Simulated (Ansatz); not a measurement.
# CuO (P1) in Ansatz: a series of runs

The runs below take CuO through elastic constants, band structure, single point, equation of state, with LDA, PBE+U, RPBE, PBE.

All numbers are computed with Ansatz 0.2.0; they aren't measurements. Logs are shortened: lines on timing, memory, paths and dates and some standing lists are left out, and cuts for length are marked.

### 1 Starting point

The typed cell holds 2 atoms: a = 2.993 Å, b = 2.993 Å, c = 2.993 Å, α = 60.00°, β = 60.00°, γ = 60.00°.

The cell comes from a database or a generator and needn't be the stable form of this composition.

### 2 Elastic constants, LDA

Contents of input.yaml:

```yaml
crystal:
  lattice:
    - [0.0, 2.11656, 2.11656]
    - [2.11656, 0.0, 2.11656]
    - [2.11656, 2.11656, 0.0]
  atoms:
    - { symbol: Cu, position: [0.02949772, 0.02810087, 0.90802599] }
    - { symbol: O, position: [0.47050228, 0.47189913, 0.59197401] }
hamiltonian:
  xc: lda
  pseudopotentials: { kind: paw }
kpoints:
  mp_grid: { grid: [9, 9, 9] }
scf:
  occupations: { method: fermi_dirac, width: 0.05 }
output:
  forces: true
  stress: true
elastic:
  mode: relaxed_ion
  stencil: two_point
```

Potentials or basis: Ansatz PAW.

Command:

```
$ ansatz run input.yaml --threads 2 --pin off --max-ram 5632MiB --backend cpu --events-out ev --progress --plain --runs-dir out
```

The program printed:

```text
Warning: RAYON_NUM_THREADS=2 ignored (pool sized by the plan → 2); use --threads N
Engine: ansatz 0.2.0, aarch64-unknown-linux-gnu
Pseudopotentials: kind: paw
Pseudopotential: Cu, paw, valence charge 19, recommended cutoff 420 eV (normal), Cu.paw.azcp
Pseudopotential: O, paw, valence charge 6, recommended cutoff 420 eV (normal), O.paw.azcp
Functional definition: SPW92
  exchange = slater_x
  correlation = pw_c
Crystal: 2 atoms, lattice volume = 18.964 Å³
Basis set: ecut = 420 eV, 339 PW (Γ)
Bands: 17, of which v1, the nominal top of the filled ones, is band 13 counted from 1 (12 counted from 0)
Symmetry: 1 space group operations
Space group: P1 (ITA 1), of the structure as read, at distance tolerance 2.7e-5 Å
k-points: 365 of 729 (time reversal used)
Non-local potential: Cu, projectors of the file, l = 0: 3, l = 1: 2, l = 2: 3, l = 3: 1
Non-local potential: O, projectors of the file, l = 0: 2, l = 1: 2, l = 2: 1
PAW form: soft (Blöchl's): semilocal exchange-correlation on the pseudo side does not see the compensation charge
PAW frozen core: Cu, regenerated for the run's functional, and the local potential with it (the file was generated under x = pbe(κ = 0.804, μ = 0.2195149727645171), c = pbe(β = 0.06672455060314922))
PAW frozen core: O, regenerated for the run's functional, and the local potential with it (the file was generated under x = pbe(κ = 0.804, μ = 0.2195149727645171), c = pbe(β = 0.06672455060314922))
PAW one-centre angular grid: Cu, 590 points (default); XC on 64 Gauss nodes
PAW one-centre angular grid: O, 110 points (default); XC on 64 Gauss nodes
Initial density: superposition of atomic densities (neutral atoms: chi_scale 0, normalization atom), corrected by the library's trained network
Initial wavefunctions: pseudopotential atomic-orbital guess
Functional: x = slater, c = lda
SCF iter   1: F=—  HF=-7109.016522 eV  |F-HF|=—  |Δ(HF+E_count)|=         —  Δρ=2.40e-2  dr2=5.84e-2  ethr=1.77e-3  ⟨swp⟩=5.9  Hψ=27850  notcnv=0
preconditioner: auto → none  [metal: Δε(μ)=0.003 eV  Ē_g=14.806 eV  σ=0.050 eV  W_gap=0.02  n_scr=8 (ndim 8)  ℏωp=35.2 eV  f_vac=0.000  D(μ)=2.97/eV (n_scr^D=58)  sad-step TF]
SCF iter   2: F=—  HF=-7109.001581 eV  |F-HF|=—  |Δ(HF+E_count)|=   1.49e-2  Δρ=9.73e-3  dr2=1.47e-2  ethr=2.34e-4  ⟨swp⟩=2.0  Hψ=12329  notcnv=0
SCF iter   3: F=—  HF=-7108.997711 eV  |F-HF|=—  |Δ(HF+E_count)|=   3.87e-3  Δρ=2.69e-3  dr2=1.24e-3  ethr=5.87e-5  ⟨swp⟩=2.2  Hψ=8044  notcnv=0
SCF iter   4: F=—  HF=-7108.997361 eV  |F-HF|=—  |Δ(HF+E_count)|=   3.51e-4  Δρ=3.76e-4  dr2=1.76e-5  ethr=4.97e-6  ⟨swp⟩=1.5  Hψ=7109  notcnv=0
SCF iter   5: F=—  HF=-7108.997353 eV  |F-HF|=—  |Δ(HF+E_count)|=   7.33e-6  Δρ=3.87e-5  dr2=1.24e-7  ethr=7.04e-8  ⟨swp⟩=1.4  Hψ=7419  notcnv=0
SCF iter   6: F=—  HF=-7108.997355 eV  |F-HF|=—  |Δ(HF+E_count)|=   1.48e-6  Δρ=9.46e-6  dr2=4.32e-9  ethr=4.94e-10  ⟨swp⟩=2.2  Hψ=9479  notcnv=0
SCF iter   7: F=—  HF=-7108.997355 eV  |F-HF|=—  |Δ(HF+E_count)|=   3.67e-9  Δρ=1.27e-6  dr2=7.28e-11  ethr=1.73e-11  ⟨swp⟩=2.3  Hψ=10779  notcnv=0
SCF iter   8: F=—  HF=-7108.997355 eV  |F-HF|=—  |Δ(HF+E_count)|=  1.27e-11  Δρ=2.38e-7  dr2=2.33e-12  ethr=2.91e-13 (applied; sched 1.00e-12)  ⟨swp⟩=2.3  Hψ=10927  notcnv=0
SCF iter   9: F=-7108.997355 eV  HF=-7108.997355 eV  |F-HF|=9.09e-13  |Δ(HF+E_count)|=  3.64e-12  Δρ=2.66e-8  dr2=4.52e-14  ethr=1.00e-12  ⟨swp⟩=4.1  Hψ=21699  notcnv=0
SCF 1 converged in 9 iterations: F = -7108.997355 eV  dr2 = 4.52e-14
relax step   1: F+E_penalty+E_count = -7108.99735466 eV  Δ(F+E_penalty+E_count) = +0.000e0 eV  max|allowed force component| = 4.340e-1 eV/Å  Δτ_max = 0.0000 Å  (9 SCF iters, accepted)
Initial density: handed on by an earlier stage of this run
Initial wavefunctions: pseudopotential atomic-orbital guess (no wavefunctions were taken with the density)
SCF iter   1: F=—  HF=-7110.287857 eV  |F-HF|=—  |Δ(HF+E_count)|=         —  Δρ=1.65e-1  dr2=2.31e0  ethr=3.10e-3  ⟨swp⟩=5.5  Hψ=27370  notcnv=0
preconditioner: auto → none  [metal: Δε(μ)=0.001 eV  Ē_g=14.726 eV  σ=0.050 eV  W_gap=0.00  n_scr=8 (ndim 8)  ℏωp=35.2 eV  f_vac=0.000  D(μ)=2.49/eV (n_scr^D=26)]
SCF iter   2: F=—  HF=-7109.131042 eV  |F-HF|=—  |Δ(HF+E_count)|=    1.16e0  Δρ=6.65e-2  dr2=2.70e-1  ethr=3.10e-3  ⟨swp⟩=2.5  Hψ=14520  notcnv=0
SCF iter   3: F=—  HF=-7109.010399 eV  |F-HF|=—  |Δ(HF+E_count)|=   1.21e-1  Δρ=9.36e-3  dr2=4.80e-3  ethr=1.08e-3  ⟨swp⟩=2.9  Hψ=12087  notcnv=0
SCF iter   4: F=—  HF=-7109.012509 eV  |F-HF|=—  |Δ(HF+E_count)|=   2.11e-3  Δρ=3.35e-3  dr2=8.79e-4  ethr=1.92e-5  ⟨swp⟩=2.0  Hψ=12400  notcnv=0
SCF iter   5: F=—  HF=-7109.012671 eV  |F-HF|=—  |Δ(HF+E_count)|=   1.62e-4  Δρ=1.11e-3  dr2=1.04e-4  ethr=3.52e-6  ⟨swp⟩=2.9  Hψ=11446  notcnv=0
SCF iter   6: F=—  HF=-7109.012688 eV  |F-HF|=—  |Δ(HF+E_count)|=   1.67e-5  Δρ=2.26e-4  dr2=4.95e-6  ethr=4.15e-7  ⟨swp⟩=2.9  Hψ=11275  notcnv=0
SCF iter   7: F=—  HF=-7109.012698 eV  |F-HF|=—  |Δ(HF+E_count)|=   1.02e-5  Δρ=2.77e-5  dr2=5.70e-8  ethr=1.98e-8  ⟨swp⟩=2.1  Hψ=10563  notcnv=0
SCF iter   8: F=—  HF=-7109.012699 eV  |F-HF|=—  |Δ(HF+E_count)|=   1.11e-6  Δρ=3.44e-6  dr2=5.73e-10  ethr=2.28e-10  ⟨swp⟩=2.0  Hψ=10691  notcnv=0
SCF iter   9: F=—  HF=-7109.012699 eV  |F-HF|=—  |Δ(HF+E_count)|=  3.27e-10  Δρ=5.79e-7  dr2=1.18e-11  ethr=2.29e-12  ⟨swp⟩=2.3  Hψ=10884  notcnv=0
SCF iter  10: F=—  HF=-7109.012699 eV  |F-HF|=—  |Δ(HF+E_count)|=  1.82e-12  Δρ=8.54e-8  dr2=3.34e-13  ethr=4.70e-14 (applied; sched 1.00e-12)  ⟨swp⟩=1.0  Hψ=6216  notcnv=0
[... 395 lines left out ...]
  E_xc         = -159.597626
  E_vxc        = -206.156388  (∫ρ·V_xc dr)
  E_paw        = -1741.730025  (= ΣΔE_a)
  E_vpaw       = -491.447306  (= ΣTr[D̂ρ^β])
  E_aug_tail   = 0.002514  (compensation charges beyond the density's cutoff)
  E_ewald      = -3518.423424
  E_core_change = 0.546582  (= ΣΔE_core)
  E_smearing   = -0.008796  (= −TS)
  E_closure    = 0.000000  (closes the sum)
  Σ components = -7109.325599   (vs F -7109.325599, Δ=0.00e0)
--- Forces (eV/Å), atoms counted from 1 ---
  atom   1  Cu    -0.00000033     0.00000009    -0.00000059
  atom   2  O      0.00000033    -0.00000009     0.00000059
  max |Σ_I F_I| component: 6.91e-11 eV/Å
--- Stress (GPa, compression-positive) ---
      -15.063310      -0.000004      -0.000004
       -0.000004     -15.063310      -0.000004
       -0.000004      -0.000004     -15.063310
  P = ⅓ Tr σ = -15.0633 GPa (-150.633 kbar)
--- Band table (eV; the first three rows and the last of 365) ---
  k-point 0: bands = ["-98.5551", "-56.3751", "-56.3751", "-56.3751", "-6.5929", "10.2679", "10.2679", "10.2679", "10.3507", "10.3507", "10.3507", "10.4763", "10.4763", "14.1067", "30.7587", "31.2760", "31.2760"]
  k-point 1: bands = ["-98.5551", "-56.3770", "-56.3754", "-56.3754", "-6.4563", "9.1648", "9.4564", "9.4564", "10.3599", "10.3599", "10.6320", "11.3859", "11.3859", "14.9702", "27.9849", "30.5875", "30.5875"]
  k-point 2: bands = ["-98.5547", "-56.3819", "-56.3761", "-56.3761", "-6.0877", "7.5454", "8.6593", "8.6593", "10.5360", "10.5360", "10.8342", "12.2930", "12.2930", "16.5025", "25.1833", "28.8481", "28.8481"]
  k-point 364: bands = ["-98.5539", "-56.3908", "-56.3788", "-56.3778", "-5.2005", "5.3549", "7.6838", "7.7794", "10.8644", "10.8945", "11.3042", "12.9551", "13.3576", "19.0400", "21.9445", "25.3226", "26.5033"]
--- Elastic constants: 6 strain directions × 2 members + reference (group order 1) ---
  dense FFT box of the reference and of every strained cell: 24×24×24
  strains applied: 11, 22, 33, 23, 13, 12; error gains: componentwise 1.00 (the most a stress slope's error grows in a printed constant), spectral 1.00 (1 for all six strains in a standard setting)
  reference relaxed by the batch: 7 steps; max|allowed force component| 4.34e-1 eV/Å at the deck's positions, 5.91e-7 at the last accepted step, 5.91e-7 by the solve of record
  largest displacement 2.2e-1 Å; the constants are those of the deck's cell at these positions:
  atoms:
    - { symbol: Cu, position: [4.106001839993388e-9, 2.4549481526875816e-8, 0.9999999913275976] }
    - { symbol: O, position: [0.49999999589399813, 0.49999997545051855, 0.500000008672402] }
  C = ∂σ_k/∂η_j (tension-positive GPa; Voigt order 11 22 33 23 13 12):
       167.417    149.398    149.398     -0.000     -0.000     -0.000
       149.398    167.417    149.398     -0.000     -0.000     -0.000
       149.398    149.398    167.417     -0.000     -0.000     -0.000
        -0.000     -0.000     -0.000     56.865     -0.000     -0.000
        -0.000     -0.000     -0.000     -0.000     56.865     -0.000
        -0.000     -0.000     -0.000     -0.000     -0.000     56.865
  reference stress σ⁰ (GPa):     15.063     15.063     15.063      0.000      0.000      0.000
  C* (energy form; C + prestress term) asymmetry max|C*_kj − C*_jk| = 1.148e-6 GPa — a small one proves nothing (zero by symmetry where the batch's group is 432, −43m or m−3m); a large one is finite-difference/SCF noise where every solve meets its electron count
  moduli (Voigt/Reuss/Hill, GPa): K = 155.40/155.40/155.40   G = 37.72/18.20/27.96   E = 79.14   ν = 0.415
  mechanically stable: yes (min eigenvalue of sym C = 18.02 GPa)
  strain η (Voigt 11):  stress-route row diagonal C_11 = 167.42 GPa, energy-path curvature d²(F+E_count+ΔE)/dδ²/Ω₀ = 171.41 GPa
         δ    σ_11 (GPa)             F (eV)   n_scf  n_hpsi   n_pw
    -2.000e-3      14.7223       -7109.3290902       6   75230    380   relax 1 steps, max|allowed force component| 5.93e-7 eV/Å
     2.000e-3      15.3920       -7109.3220112       6   75231    380   relax 1 steps, max|allowed force component| 5.89e-7 eV/Å
  strain η (Voigt 22):  stress-route row diagonal C_22 = 167.42 GPa, energy-path curvature d²(F+E_count+ΔE)/dδ²/Ω₀ = 171.41 GPa
         δ    σ_22 (GPa)             F (eV)   n_scf  n_hpsi   n_pw
    -2.000e-3      14.7223       -7109.3290902       6   75219    380   relax 1 steps, max|allowed force component| 5.93e-7 eV/Å
     2.000e-3      15.3920       -7109.3220112       6   75233    380   relax 1 steps, max|allowed force component| 5.89e-7 eV/Å
  strain η (Voigt 33):  stress-route row diagonal C_33 = 167.42 GPa, energy-path curvature d²(F+E_count+ΔE)/dδ²/Ω₀ = 171.41 GPa
         δ    σ_33 (GPa)             F (eV)   n_scf  n_hpsi   n_pw
    -2.000e-3      14.7223       -7109.3290902       6   75275    380   relax 1 steps, max|allowed force component| 6.05e-7 eV/Å
     2.000e-3      15.3920       -7109.3220112       6   75256    380   relax 1 steps, max|allowed force component| 5.77e-7 eV/Å
  strain η (Voigt 23):  stress-route row diagonal C_44 = 56.87 GPa, energy-path curvature d²(F+E_count+ΔE)/dδ²/Ω₀ = 51.29 GPa
         δ    σ_23 (GPa)             F (eV)   n_scf  n_hpsi   n_pw
    -2.000e-3      -0.1137       -7109.3255713       6   75247    380   relax 1 steps, max|allowed force component| 5.91e-7 eV/Å
     2.000e-3       0.1137       -7109.3255713       6   79349    380   relax 1 steps, max|allowed force component| 5.91e-7 eV/Å
  strain η (Voigt 13):  stress-route row diagonal C_55 = 56.87 GPa, energy-path curvature d²(F+E_count+ΔE)/dδ²/Ω₀ = 51.29 GPa
         δ    σ_13 (GPa)             F (eV)   n_scf  n_hpsi   n_pw
    -2.000e-3      -0.1137       -7109.3255713       6   79286    380   relax 1 steps, max|allowed force component| 5.90e-7 eV/Å
     2.000e-3       0.1137       -7109.3255713       6   75264    380   relax 1 steps, max|allowed force component| 5.91e-7 eV/Å
  strain η (Voigt 12):  stress-route row diagonal C_66 = 56.87 GPa, energy-path curvature d²(F+E_count+ΔE)/dδ²/Ω₀ = 51.29 GPa
         δ    σ_12 (GPa)             F (eV)   n_scf  n_hpsi   n_pw
    -2.000e-3      -0.1137       -7109.3255713       6   76137    380   relax 1 steps, max|allowed force component| 5.91e-7 eV/Å
     2.000e-3       0.1137       -7109.3255713       6   75919    380   relax 1 steps, max|allowed force component| 5.91e-7 eV/Å
```

It took 3.1 min on 2 threads of Arm Neoverse V1, shared host; peak memory 0.47 GiB.

What came out:

* Free energy: -7109.3256 eV
* Pressure: -15.1 GPa
* Band gap on the k mesh: none (metal or under the smearing width)
* Elastic constants C11, C12, C44: 167, 149, 57 GPa
* Voigt bulk modulus: 155 GPa

Elastic tensor in Voigt notation (GPa, in the Cartesian axes of the cell as first typed):
```
167 149 149   0   0   0
149 167 149   0   0   0
149 149 167   0   0   0
  0   0   0  57   0   0
  0   0   0   0  57   0
  0   0   0   0   0  57
```

Caveat: the cell is more than 3 GPa from zero pressure, which shifts response properties; elastic constants of metals need much finer meshes, so these are rough; so large a pressure means that the cell lies far from this level's equilibrium, or that cutoff or potentials fall short; the pressure holds a Pulay correction of +1.1 GPa for the finite cutoff; an odd number of electrons without spin polarisation forces a metal; a magnetic or distorted state may lie lower; the run has no spin polarisation, though such a crystal can be magnetic; semilocal functionals often make such compounds metallic where correlation or magnetic order opens a gap, which also shifts bond lengths; the PAW data sets come from PBE, with cores solved anew for the run's functional, which leaves a small shift of forces and pressure. With open d or f shells a metallic result of LDA can be an artefact of self-interaction; +U or a hybrid may open a gap.

### 3 Band structure, PBE+U

Contents of input.yaml:

```yaml
crystal:
  lattice:
    - [0.0, 2.11656, 2.11656]
    - [2.11656, 0.0, 2.11656]
    - [2.11656, 2.11656, 0.0]
  atoms:
    - { symbol: Cu, position: [0.02949772, 0.02810087, 0.90802599] }
    - { symbol: O, position: [0.47050228, 0.47189913, 0.59197401] }
hamiltonian:
  xc: pbe
  pseudopotentials: { kind: paw }
  hubbard: { sites: [{ species: Cu, l: d, u_eff: 5.3 }] }
kpoints:
  mp_grid: { grid: [11, 11, 11] }
  band_path:
    path:
      - [[0.0, 0.0, 0.0], [0.5, 0.0, 0.5], [0.5, 0.25, 0.75], [0.375, 0.375, 0.75], [0.0, 0.0, 0.0], [0.5, 0.5, 0.5], [0.625, 0.25, 0.625], [0.5, 0.25, 0.75], [0.5, 0.5, 0.5], [0.375, 0.375, 0.75]]
      - [[0.625, 0.25, 0.625], [0.5, 0.0, 0.5]]
    npoints: 14
scf:
  occupations: { method: fermi_dirac, width: 0.05 }
  n_extra_bands: 6
output:
  forces: true
  stress: true
  eigenvalues: true
  fatbands: false
  write_density: true
  write_potential: true
  elf: true
  volumetric_format: npy
```

Potentials or basis: Ansatz PAW.

Command:

```
$ ansatz run input.yaml --threads 2 --pin off --max-ram 5632MiB --backend cpu --events-out ev --progress --plain --runs-dir out
```

It took 23 s on 2 threads of Arm Neoverse V1, shared host; peak memory 0.58 GiB.

Results (log left out):

```
Free energy            : -7189.2786 eV
Pressure               : 21.3 GPa
Largest force          : 1.267 eV/Å
Band gap on the k mesh : none (metal or under the smearing width)
```

Forces on the atoms (eV/Å):
```
Cu   0.824  0.764 -0.586
O   -0.824 -0.764  0.586
```

Stress tensor (GPa, compression positive):
```
22.82 -5.01  4.25
-5.01 21.94  4.05
 4.25  4.05 19.10
```

Levels at the corners of the path, in eV from the Fermi level:
| point | band 11 | band 12 | band 13 | band 14 | band 15 | band 16 |
| --- | --- | --- | --- | --- | --- | --- |
| Γ | -0.49 | -0.19 | -0.16 | 2.25 | 17.77 | 19.03 |
| X | -2.33 | -1.50 | -1.46 | 6.24 | 11.83 | 12.21 |
| W | -2.30 | -2.05 | -0.48 | 8.20 | 11.62 | 11.70 |
| K | -2.36 | -1.27 | -0.36 | 7.83 | 11.01 | 11.65 |
| Γ | -0.49 | -0.19 | -0.16 | 2.25 | 17.77 | 19.03 |
| L | -2.29 | -0.22 | 0.52 | 7.31 | 9.96 | 15.63 |
| U | -2.44 | -1.93 | -0.27 | 7.70 | 11.32 | 11.73 |
| W | -2.30 | -2.05 | -0.48 | 8.20 | 11.62 | 11.70 |
| L | -2.29 | -0.22 | 0.52 | 7.31 | 9.96 | 15.63 |
| K | -2.36 | -1.27 | -0.36 | 7.83 | 11.01 | 11.65 |
| U | -2.44 | -1.93 | -0.27 | 7.70 | 11.32 | 11.73 |
| X | -2.33 | -1.50 | -1.46 | 6.24 | 11.83 | 12.21 |

Eigenvalues of the final occupation matrices:
```csv
site,spin,trace,eigenvalues
site 1,1,4.77,0.90 0.90 0.99 0.99 0.99
```

Caveat: the pressure holds a Pulay correction of +0.8 GPa for the finite cutoff; an odd number of electrons without spin polarisation forces a metal; a magnetic or distorted state may lie lower; the run has no spin polarisation, though such a crystal can be magnetic; U without spin polarisation on a metal has little footing.

### 4 Single point, RPBE, 8.91 Å³/atom (volume scaled by 0.94)

Contents of input.yaml:

```yaml
crystal:
  lattice:
    - [0.0, 2.0733527743, 2.0733527743]
    - [2.0733527743, 0.0, 2.0733527743]
    - [2.0733527743, 2.0733527743, 0.0]
  atoms:
    - { symbol: Cu, position: [0.02949772, 0.02810087, 0.90802599] }
    - { symbol: O, position: [0.47050228, 0.47189913, 0.59197401] }
hamiltonian:
  xc: rpbe
  pseudopotentials: { kind: paw }
kpoints:
  mp_grid: { grid: [11, 11, 11] }
scf:
  occupations: { method: fermi_dirac, width: 0.05 }
output:
  forces: true
  stress: true
  eigenvalues: true
```

Command:

```
$ ansatz run input.yaml --threads 2 --pin off --max-ram 5632MiB --backend cpu --events-out ev --progress --plain --runs-dir out
```

It took 9.5 s on 2 threads of Arm Neoverse V1, shared host; peak memory 0.5 GiB.

It converged, with:

```yaml
Free_energy: -7197.1682 eV
Pressure: 41.4 GPa
Largest_force: 1.533 eV/Å
Band_gap_on_the_k_mesh: none (metal or under the smearing width)
```

Caveat: the pressure holds a Pulay correction of +0.7 GPa for the finite cutoff; an odd number of electrons without spin polarisation forces a metal; a magnetic or distorted state may lie lower; the run has no spin polarisation, though such a crystal can be magnetic; semilocal functionals often make such compounds metallic where correlation or magnetic order opens a gap, which also shifts bond lengths; the PAW data sets come from PBE, with cores solved anew for the run's functional, which leaves a small shift of forces and pressure.

### 5 Single point, RPBE, 9.10 Å³/atom (volume scaled by 0.96)

Edit input.yaml of step 4 so:

```diff
@@ -2,5 +2,5 @@
   lattice:
-    - [0.0, 2.0733527743, 2.0733527743]
-    - [2.0733527743, 0.0, 2.0733527743]
-    - [2.0733527743, 2.0733527743, 0.0]
+    - [0.0, 2.0879543312, 2.0879543312]
+    - [2.0879543312, 0.0, 2.0879543312]
+    - [2.0879543312, 2.0879543312, 0.0]
   atoms:
@@ -19 +19,5 @@
   eigenvalues: true
+  write_density: true
+  write_potential: true
+  elf: true
+  volumetric_format: npy
```

Command:

```
$ ansatz run input.yaml --threads 2 --pin off --max-ram 5632MiB --backend cpu --events-out ev --progress --plain --runs-dir out
```

Run time: 14 s. Hardware: 2 threads of Arm Neoverse V1, shared host; peak memory 0.51 GiB.

The run converged. Its results:

```yaml
Free_energy: -7197.2587 eV
Pressure: 35.1 GPa
Largest_force: 1.354 eV/Å
Band_gap_on_the_k_mesh: none (metal or under the smearing width)
```

Caveat: the pressure holds a Pulay correction of +0.7 GPa for the finite cutoff; an odd number of electrons without spin polarisation forces a metal; a magnetic or distorted state may lie lower; the run has no spin polarisation, though such a crystal can be magnetic; semilocal functionals often make such compounds metallic where correlation or magnetic order opens a gap, which also shifts bond lengths; the PAW data sets come from PBE, with cores solved anew for the run's functional, which leaves a small shift of forces and pressure.

### 6 Single point, RPBE, 9.29 Å³/atom (volume scaled by 0.98)

Contents of input.yaml:

```yaml
crystal:
  lattice:
    - [0.0, 2.1023544713, 2.1023544713]
    - [2.1023544713, 0.0, 2.1023544713]
    - [2.1023544713, 2.1023544713, 0.0]
  atoms:
    - { symbol: Cu, position: [0.02949772, 0.02810087, 0.90802599] }
    - { symbol: O, position: [0.47050228, 0.47189913, 0.59197401] }
hamiltonian:
  xc: rpbe
  pseudopotentials: { kind: paw }
kpoints:
  mp_grid: { grid: [11, 11, 11] }
scf:
  occupations: { method: fermi_dirac, width: 0.05 }
output:
  forces: true
  stress: true
  eigenvalues: true
```

Potentials or basis: Ansatz PAW.

Command:

```
$ ansatz run input.yaml --threads 2 --pin off --max-ram 5632MiB --backend cpu --events-out ev --progress --plain --runs-dir out
```

Wall time 9.6 s (2 threads of Arm Neoverse V1, shared host); peak memory 0.51 GiB.

The run converged. Its results:

```
Free energy            : -7197.3351 eV
Pressure               : 29.5 GPa
Largest force          : 1.189 eV/Å
Band gap on the k mesh : none (metal or under the smearing width)
```

Caveat: the pressure holds a Pulay correction of +0.7 GPa for the finite cutoff; an odd number of electrons without spin polarisation forces a metal; a magnetic or distorted state may lie lower; the run has no spin polarisation, though such a crystal can be magnetic; semilocal functionals often make such compounds metallic where correlation or magnetic order opens a gap, which also shifts bond lengths; the PAW data sets come from PBE, with cores solved anew for the run's functional, which leaves a small shift of forces and pressure.

(Part 1 of 2 ends here.)
